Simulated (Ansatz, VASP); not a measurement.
**Cross-check of Si (Silicon) between VASP and Ansatz**

Wanted: the spread between two codes on one cell, functional and k mesh. The cell is taken from a series of VASP runs on this material, whose earlier steps may have relaxed, scaled or displaced it; both programs get it as it stands.

Program: Ansatz 0.2.0. Level of theory: plane waves, with VASP 6.6.1 beside it; relaxation of cell and atoms at PBEsol. Results are calculated unless marked as measured.

### Step 1. Starting point

The structure is cubic, space group Fd-3m (No. 227). Conventional cell: a = 5.436 Å, b = 5.436 Å, c = 5.436 Å, α = 90.00°, β = 90.00°, γ = 90.00°. Nearest to Si lie 4 Si at 2.35 Å.

Structure file:

```
Si
1.0
     0.00000    2.71790    2.71790
     2.71790    0.00000    2.71790
     2.71790    2.71790    0.00000
Si
2
Cartesian
  4.0768 4.0768 4.0768
  2.7179 2.7179 2.7179
```

### Step 2. VASP: relaxation of cell and atoms, PBEsol

The relaxed volume is the usual yardstick between codes: its relative difference is about their pressure difference at one cell divided by the bulk modulus.

Lines of VASP's logs that name or quote its potential files are left out, and so is its time.

File INCAR:

```
SYSTEM = Si
PREC = Accurate
ENCUT = 450
EDIFF = 1E-06
NELM = 100
ISMEAR = 0
SIGMA = 0.03
LREAL = .FALSE.
ALGO = Normal
GGA = PS
NBANDS = 10
LORBIT = 11
LWAVE = .FALSE.
LCHARG = .FALSE.
KPAR = 8
IBRION = 2
NSW = 50
ISIF = 3
EDIFFG = -0.006
```

File POSCAR:

```
Si
1.0
    0.0000000000      2.7178973943      2.7178973943
    2.7178973943      0.0000000000      2.7178973943
    2.7178973943      2.7178973943      0.0000000000
Si
2
Direct
    0.7500000000      0.7500000000      0.7500000000
    0.5000000000      0.5000000000      0.5000000000
```

File KPOINTS:

```
Automatic mesh
0
Gamma
8 8 8
0 0 0
```

PAW data sets: Si (PBE family, release 64).

The run is started by

```bash
$ mpirun -np 8 vasp_std
```

Numbers of over 12 decimals in the logs are rounded to 6 here.

The program printed:

```text
[banner, memory and clock lines left out]
running    8 mpi-ranks, on    1 nodes
 distrk:  each k-point on    1 cores,    8 groups
 distr:  one band on    1 cores,    1 groups

 POSCAR found type information on POSCAR Si
 POSCAR found :  1 types and       2 ions
|                                                                             |
|           W    W    AA    RRRRR   N    N  II  N    N   GGGG   !!!           |
|           W    W   A  A   R    R  NN   N  II  NN   N  G    G  !!!           |
|           W    W  A    A  R    R  N N  N  II  N N  N  G       !!!           |
|           W WW W  AAAAAA  RRRRR   N  N N  II  N  N N  G  GGG   !            |
|           WW  WW  A    A  R   R   N   NN  II  N   NN  G    G                |
|           W    W  A    A  R    R  N    N  II  N    N   GGGG   !!!           |
|                                                                             |
|     For optimal performance we recommend to set                             |
|       NCORE = 2 up to number-of-cores-per-socket                            |
|     NCORE specifies how many cores store one orbital (NPAR=cpu/NCORE).      |
|     This setting can greatly improve the performance of VASP for DFT.       |
|     The default, NCORE=1 might be grossly inefficient on modern             |
|     multi-core architectures or massively parallel machines. Do your        |
|     Unfortunately you need to use the default for GW and RPA                |
|     calculations (for HF NCORE is supported but not extensively tested      |
|     yet).                                                                   |
|                                                                             |

|                                                                             |
|               ----> ADVICE to this user running VASP <----                  |
|                                                                             |
|     You enforced a specific xc type in the INCAR file but a different       |
|     [... a line on the potential file left out ...]
|     I HOPE YOU KNOW WHAT YOU ARE DOING!                                     |
|                                                                             |

 LDA part: xc-table for (Slater+PW92), standard interpolation
 POSCAR, INCAR and KPOINTS ok, starting setup
 FFT: planning ... GRIDC
 FFT: planning ... GRID_SOFT
 FFT: planning ... GRID
 WAVECAR not read
 entering main loop
       N       E                     dE             d eps       ncg     rms          rms(c)
DAV:   1     0.642923312993E+01    0.64292E+01   -0.31031E+03   580   0.579E+02
DAV:   2    -0.112509790397E+02   -0.17680E+02   -0.17110E+02   846   0.818E+01
DAV:   3    -0.117086928003E+02   -0.45771E+00   -0.45675E+00   724   0.123E+01
DAV:   4    -0.117119269825E+02   -0.32342E-02   -0.32337E-02   738   0.133E+00
DAV:   5    -0.117119562146E+02   -0.29232E-04   -0.29232E-04   732   0.110E-01    0.495E+00
DAV:   6    -0.115586869279E+02    0.15327E+00   -0.87478E-02   642   0.126E+00    0.296E+00
DAV:   7    -0.114887930759E+02    0.69894E-01   -0.15432E-01   654   0.177E+00    0.183E-01
DAV:   8    -0.114893347196E+02   -0.54164E-03   -0.52415E-03   642   0.440E-01    0.778E-02
DAV:   9    -0.114893918390E+02   -0.57119E-04   -0.91057E-05   768   0.672E-02    0.544E-02
DAV:  10    -0.114894027499E+02   -0.10911E-04   -0.11096E-05   640   0.197E-02    0.828E-03
DAV:  11    -0.114894024806E+02    0.26927E-06   -0.44577E-07   492   0.369E-03
   1 F= -.11489402E+02 E0= -.11489402E+02  d E =-.114894E+02
 curvature:   0.00 expect dE= 0.000E+00 dE for cont linesearch  0.000E+00
 trial: gam= 0.00000 g(F)=  0.296E-48 g(S)=  0.186E-06 ort = 0.000E+00 (trialstep = 0.100E+01)
 search vector abs. value=  0.186E-06
 reached required accuracy - stopping structural energy minimisation
```

From OUTCAR (step 2):

```text
ion  position               nearest neighbor table
   1  0.750  0.750  0.750-   2 2.35   2 2.35   2 2.35   2 2.35
   2  0.500  0.500  0.500-   1 2.35   1 2.35   1 2.35   1 2.35

  LATTYP: Found a face centered cubic cell.
 ALAT       =     5.4357947886

 Subroutine GETGRP returns: Found 48 space group operations
 (whereof 24 operations were pure point group operations)

The static configuration has the point symmetry T_d .
 The point group associated with its full space group is O_h .

 Found     29 irreducible k-points:

   k-points           NKPTS =     29   k-points in BZ     NKDIM =     29   number of bands    NBANDS=     10

   dimension x,y,z NGX =    28 NGY =   28 NGZ =   28
   dimension x,y,z NGXF=    56 NGYF=   56 NGZF=   56

   ENCUT  =  450.0 eV  33.07 Ry    5.75 a.u.   6.65  6.65  6.65*2*pi/ulx,y,z

   NELECT =       8.0000    total number of electrons

 k-points in reciprocal lattice and weights: Automatic mesh
   0.00000000  0.00000000  0.00000000       0.002
   0.12500000  0.00000000  0.00000000       0.016
   0.25000000  0.00000000  0.00000000       0.016
   0.37500000  0.00000000  0.00000000       0.016
   0.50000000  0.00000000  0.00000000       0.008
   0.12500000  0.12500000  0.00000000       0.012
   0.25000000  0.12500000  0.00000000       0.047
   0.37500000  0.12500000  0.00000000       0.047
   0.50000000  0.12500000  0.00000000       0.047
[...]
-0.37500000  0.50000000  0.12500000       0.023
  -0.25000000  0.50000000  0.25000000       0.012

 average (electrostatic) potential at core
       1 -83.0658       2 -83.0658

 E-fermi :   5.8872

 k-point     1 :       0.0000    0.0000    0.0000
  band No.  band energies     occupation
      1      -6.2083      2.00000
      2       5.7631      2.00000
      3       5.7631      2.00000
      4       5.7631      2.00000
      5       8.2786      0.00000
      6       8.2786      0.00000
      7       8.2786      0.00000
      8       9.0552      0.00000
      9      13.4494      0.00000
    ...

 k-point     2 :       0.1250    0.0000    0.0000
  band No.  band energies     occupation
      1      -6.0038      2.00000
      2       4.1511      2.00000
      3       5.4713      2.00000
      4       5.4713      2.00000
      5       8.2004      0.00000
      6       8.7056      0.00000
      7       8.7056      0.00000
      8      10.4075      0.00000
      9      12.9456      0.00000
    ...

 k-point     3 :       0.2500    0.0000    0.0000
  band No.  band energies     occupation
      1      -5.4070      2.00000
      2       1.8158      2.00000
      3       4.9994      2.00000
      4       4.9994      2.00000
      5       7.7143      0.00000
      6       9.2184      0.00000
      7       9.2184      0.00000
      8      12.5882      0.00000
      9      12.8923      0.00000
    ...

  Total        0.0016011      0.0016011      0.0016011     -0.0000000     -0.0000000     -0.0000000
  in kB        0.0638844      0.0638844      0.0638844     -0.0000000     -0.0000000     -0.0000000
  external PRESSURE =       0.0638844 kB  Pullay stress =       0.0000000 kB

  energy-cutoff  :      450.00
  volume of cell :       40.15
      direct lattice vectors                 reciprocal lattice vectors
     0.000000000  2.717897394  2.717897394    -0.183965738  0.183965738  0.183965738
     2.717897394  0.000000000  2.717897394     0.183965738 -0.183965738  0.183965738
     2.717897394  2.717897394  0.000000000     0.183965738  0.183965738 -0.183965738

 POSITION                                       TOTAL-FORCE (eV/Angst)
 -----------------------------------------------------------------------------------
      4.07685      4.07685      4.07685         0.000000      0.000000      0.000000
      2.71790      2.71790      2.71790        -0.000000     -0.000000     -0.000000
 -----------------------------------------------------------------------------------
    total drift:                                0.000000      0.000000     -0.000000

  FREE ENERGIE OF THE ION-ELECTRON SYSTEM (eV)
  ---------------------------------------------------
  free  energy   TOTEN  =       -11.4894024806 eV

  energy  without entropy=      -11.4894024806  energy(sigma->0) =      -11.48940248

 reached required accuracy - stopping structural energy minimisation

 total charge
# of ion       s       p       d       tot
------------------------------------------
    1        0.752   0.937   0.000   1.689
    2        0.752   0.937   0.000   1.689
--------------------------------------------------
tot          1.504   1.875   0.000   3.378

[... 3 further parts left out ...]
```

### Step 3. Ansatz: relaxation of cell and atoms, PBEsol

Ansatz runs on its default PAW (the set named soft_2) files.

The same cell, functional, mesh and smearing now go to Ansatz, which takes its cutoff from its data sets.

File input.yaml:

```yaml
crystal:
  lattice:
    - [0.0, 2.7178973943, 2.7178973943]
    - [2.7178973943, 0.0, 2.7178973943]
    - [2.7178973943, 2.7178973943, 0.0]
  atoms:
    - { symbol: Si, position: [0.75, 0.75, 0.75] }
    - { symbol: Si, position: [0.5, 0.5, 0.5] }
hamiltonian:
  xc: pbesol
  pseudopotentials: { kind: paw }
kpoints:
  mp_grid: { grid: [8, 8, 8] }
scf:
  occupations: { method: gaussian, width: 0.03 }
relax:
  f_tol: 0.01
  max_steps: 60
  cell: { stress_tol: 0.05 }
output:
  forces: true
  stress: true
```

The run is started by

```bash
$ ansatz run input.yaml --threads 4 --pin off --max-ram 9216MiB --backend cpu --events-out ev --progress --plain --runs-dir out
```

The program printed:

```text
Engine: ansatz 0.2.0, x86_64-unknown-linux-gnu
Pseudopotentials: kind: paw
Pseudopotential: Si, paw, valence charge 4, recommended cutoff 420 eV (normal), Si.paw.azcp
Functional definition: PBEsol
  exchange = pbesol_x
  correlation = pbesol_c
Crystal: 2 atoms, lattice volume = 40.154 Å³
Basis set: ecut = 420 eV, 749 PW (Γ), exchange–correlation on 54×54×54 points (8 copies of the dense FFT grid, shifted against one another)
Bands: 8, of which v1, the nominal top of the filled ones, is band 4 counted from 1 (3 counted from 0)
Symmetry: 48 space group operations
Space group: Fd-3m (ITA 227), of the structure as read, at distance tolerance 3.4e-5 Å
k-points: 29 of 512
Non-local potential: Si, projectors of the file, l = 0: 2, l = 1: 2, l = 2: 2
PAW form: soft (Blöchl's): semilocal exchange-correlation on the pseudo side does not see the compensation charge
PAW frozen core: Si, regenerated for the run's functional, and the local potential with it (the file was generated under x = pbe(κ = 0.804, μ = 0.219515), c = pbe(β = 0.066725))
PAW one-centre angular grid: Si, 110 points (default); XC on 64 Gauss nodes
Initial density: superposition of atomic densities (neutral atoms: chi_scale 0, normalization atom), corrected by the library's trained network
Initial wavefunctions: pseudopotential atomic-orbital guess
Functional: x = pbesol(κ = 0.804, μ = 0.123457), c = pbesol(β = 0.046)
SCF iter   1: F=—  HF=-1242.981224 eV  |F-HF|=—  |Δ(HF+E_count)|=         —  Δρ=2.83e-3  dr2=3.60e-3  ethr=1.77e-3  ⟨swp⟩=6.1  Hψ=2087  notcnv=0
preconditioner: auto → none  [insulator: Δε(μ)=0.491 eV  Ē_g=9.413 eV  σ=0.030 eV  W_gap=1.00  n_scr=8 (ndim 8)  ℏωp=16.6 eV  f_vac=0.000  D(μ)=0.00/eV (n_scr^D=0)  ε∞_Penn≈4.1]
SCF iter   2: F=—  HF=-1242.980842 eV  |F-HF|=—  |Δ(HF+E_count)|=   3.82e-4  Δρ=1.07e-3  dr2=4.32e-4  ethr=4.50e-5  ⟨swp⟩=2.0  Hψ=553  notcnv=0
SCF iter   3: F=—  HF=-1242.980824 eV  |F-HF|=—  |Δ(HF+E_count)|=   1.73e-5  Δρ=1.76e-4  dr2=7.55e-6  ethr=5.40e-6  ⟨swp⟩=2.0  Hψ=348  notcnv=0
SCF iter   4: F=—  HF=-1242.980823 eV  |F-HF|=—  |Δ(HF+E_count)|=   1.20e-6  Δρ=1.63e-5  dr2=8.17e-8  ethr=9.44e-8  ⟨swp⟩=2.0  Hψ=327  notcnv=0
iter 5 did not close the SCF: its close was put off for the readings that it lacked (scf_convergence_deferred on its scf_iter line)
SCF iter   5: F=-1242.980823 eV  HF=-1242.980823 eV  |F-HF|=5.27e-10  |Δ(HF+E_count)|=   1.31e-8  Δρ=4.47e-6  dr2=4.45e-9  ethr=1.02e-9  ⟨swp⟩=2.0  Hψ=327  notcnv=0
SCF iter   6: F=-1242.980823 eV  HF=-1242.980823 eV  |F-HF|=1.89e-11  |Δ(HF+E_count)|=  9.48e-10  Δρ=4.50e-7  dr2=5.45e-11  ethr=5.56e-11  ⟨swp⟩=1.4  Hψ=713  notcnv=0
SCF 1 converged in 6 iterations: F = -1242.980823 eV  dr2 = 5.45e-11
  greatest PAW one-centre occupation: 0.637 electrons in one spin orbital (limit 2), on the Si atom at site 1 (counted from 0), in its partial waves of l = 0
relax step   1: F+E_penalty+E_count = -1242.98082304 eV  Δ(F+E_penalty+E_count) = +0.000e0 eV  max|allowed force component| = 1.388e-17 eV/Å  Δτ_max = 0.0000 Å  P = -0.102 GPa  Ω = 40.154 Å³  (6 SCF iters, dr2 threshold 1.00e-7 eV, accepted)
[...]
relax step   2: F+E_penalty+E_count = -1242.98084229 eV  Δ(F+E_penalty+E_count) = -1.925e-5 eV  max|allowed force component| = 9.252e-17 eV/Å  Δτ_max = 0.0000 Å  P = -0.024 GPa  Ω = 40.121 Å³  energy of the carried Pulay correction = +6.032e-6 eV  (3 SCF iters, dr2 threshold 2.62e-8 eV, accepted)
[...]
relax step   3: F+E_penalty+E_count = -1242.98084053 eV  Δ(F+E_penalty+E_count) = +1.767e-6 eV  max|allowed force component| = 4.626e-17 eV/Å  Δτ_max = 0.0000 Å  P = -0.024 GPa  Ω = 40.121 Å³  stress off target by 2.43e-2 GPa  SCF on the basis re-selected at this cell (its energy is not comparable with the rows above)  (3 SCF iters)
basis re-selected at this cell: Δ(F+E_penalty+E_count) = +1.767e-6 eV, ΔP = -0.000 GPa vs the last step (what re-selecting the basis moved, of the pressure what is left beyond the Pulay correction that the steps carried, after the strain that the cell walked since its last selection, with what the two solves' SCF thresholds leave and, on support functions, any second-order correction that the steps lacked; it is no m [...]
SCF converged after 3 iterations
Free energy (F): -1242.980841 eV
Harris-Foulkes:  -1242.980841 eV  (|F-HF|=1.14e-12)
Internal energy: -1242.980841 eV  (E = F + TS)
E sigma→0 (E₀):  -1242.980841 eV
Fermi energy:    6.417306 eV
--- Per-component energies (eV) ---
  E_band       = 8.665195
  E_kinetic    = 80.531579
  E_local      = -54.740422  (includes V_loc(G=0)·N_el)
  E_nonlocal   = 52.096141
  E_hartree    = 14.666374
  E_xc         = -109.323035
  E_vxc        = -93.616606  (∫ρ·V_xc dr)
  E_paw        = -997.893515  (= ΣΔE_a)
  E_vpaw       = -4.938244  (= ΣTr[D̂ρ^β])
  E_aug_tail   = 0.000012  (compensation charges beyond the density's cutoff)
  E_ewald      = -228.381096
  E_core_change = 0.063121  (= ΣΔE_core)
  E_smearing   = -0.000000  (= −TS)
  E_closure    = 0.000000  (closes the sum)
  Σ components = -1242.980841   (vs F -1242.980841, Δ=0.00e0)
--- Forces (eV/Å), atoms counted from 1 ---
  atom   1  Si    -0.00000000     0.00000000     0.00000000
  atom   2  Si     0.00000000     0.00000000    -0.00000000
  max |Σ_I F_I| component: 9.25e-17 eV/Å
--- Stress (GPa, compression-positive) ---
       -0.024294      -0.000000      -0.000000
       -0.000000      -0.024294      -0.000000
       -0.000000       0.000000      -0.024294
  P = ⅓ Tr σ = -0.0243 GPa (-0.243 kbar)
--- Relaxed structure (2 steps of the walk, 2 accepted, 1 SCFs on fresh bases) ---
  F+E_penalty+E_count = -1242.98084053 eV   max|allowed force component| = 4.626e-17 eV/Å   (the final SCF, on the basis selected at the relaxed cell)
  cell:  # Å, volume = 40.1206 Å³
    - [0, 2.717142, 2.717142]
    - [2.717142, 0, 2.717142]
    - [2.717142, 2.717142, 0]
  atoms:
    - { symbol: Si, position: [0.750000, 0.750000, 0.750000] }
    - { symbol: Si, position: [0.5, 0.5, 0.5] }
```

Run time: 0.73 s. Hardware: 4 threads of Intel Xeon at 2.60GHz (Ice Lake), shared host; peak memory 0.36 GiB; 1.9 s of CPU time.

### Step 4. Side by side

Known differences besides the potentials themselves: both relaxations stop at a tolerance, which leaves soft axes loose, and VASP keeps its plane-wave basis; the cutoff is 420 eV in Ansatz and 450 eV in VASP; Ansatz makes its cores anew for this functional, VASP keeps those of its PBE data sets; VASP leaves aspherical gradient terms in its spheres out (LASPH is not set), Ansatz keeps them; Ansatz adds a Pulay correction to the stress that steers its cell, VASP none. Total energies have different zeros and are not compared.

The two programs side by side:

```csv
quantity,Ansatz,VASP,difference
volume (Å³),40.12,40.15,-0.08 %
"edge a after relaxation, in the typed setting (Å)",3.843,3.844,-0.03 %
```

The walks stopped with -0.02 GPa left in Ansatz and 0.01 GPa in VASP; each walk ends within a tolerance, so the volume difference is uncertain by about these residues over the bulk modulus, most in soft cells.

### Step 5. Results

| Quantity | Value |
| --- | --- |
| difference in volume (relaxation of cell and atoms, PBEsol) | -0.083 % |

The difference in volume is -0.083 % (relaxation of cell and atoms, PBEsol), within the 1.2 % picked in this series as the mark of a large difference, as far as the stopping tolerances let one tell. Such differences can come from data sets, numerical settings and the points named under the comparisons, not from the functional's error against experiment.

[Lines on the potential files, build, host, timing and source positions are cut from VASP's logs without a mark.]

[Logs are printed without paths, hosts, clocks, repeated set-up lines and the standing remarks that a program may print on its own settings, such as how far it seeks lower states.]

[Hosts, paths, dates, database ids (printed as entryN), source tags and the programs' standing remarks are cut or masked in the printed files.]
